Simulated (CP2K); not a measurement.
**CuO in CP2K: the effect of functional**

CuO:

```
CELL_PARAMETERS angstrom
3.28802 0.00000 0.00000
-1.64401 2.84751 0.00000
0.00000 0.00000 5.38502
ATOMIC_POSITIONS crystal
Cu 0.66667 0.33333 0.00000
Cu 0.33333 0.66667 0.50000
O 0.66667 0.33333 0.62520
O 0.33333 0.66667 0.12520
```

Measurements of this composition are mostly on another form, of space group No. 15.

Alike in all runs:

* Program: CP2K 2026.2
* Task: band structure
* Potentials or basis: POTENTIAL_UZH Cu GTH-PBE-q11, O GTH-PBE-q6; TZVP-MOLOPT-PBE-GTH basis
* Density cutoff: 11565 eV
* k mesh: 9 × 9 × 5
* Occupations: fermi-dirac, width 0.05 eV
* Spin: no spin polarisation

Q: One run gave: pressure -8.0 GPa. Which functional did it use?
A. TASK
B. WC
C. LDA
D. PBEsol
E. optB88-vdW

A: E.

```csv
functional,pressure (GPa)
LDA,-16.9
PBEsol,-13.2
WC,-12.8
optB88-vdW,-8.0
RPBE,-4.0
TASK,-13.0
```

Caveats: the potentials were made for another functional, which shifts forces and pressure; the basis of atomic orbitals isn't converged, which shifts pressures, moduli and gaps; the run has no spin polarisation, though such a crystal can be magnetic.

Runs at the PBE level aren't shown here.
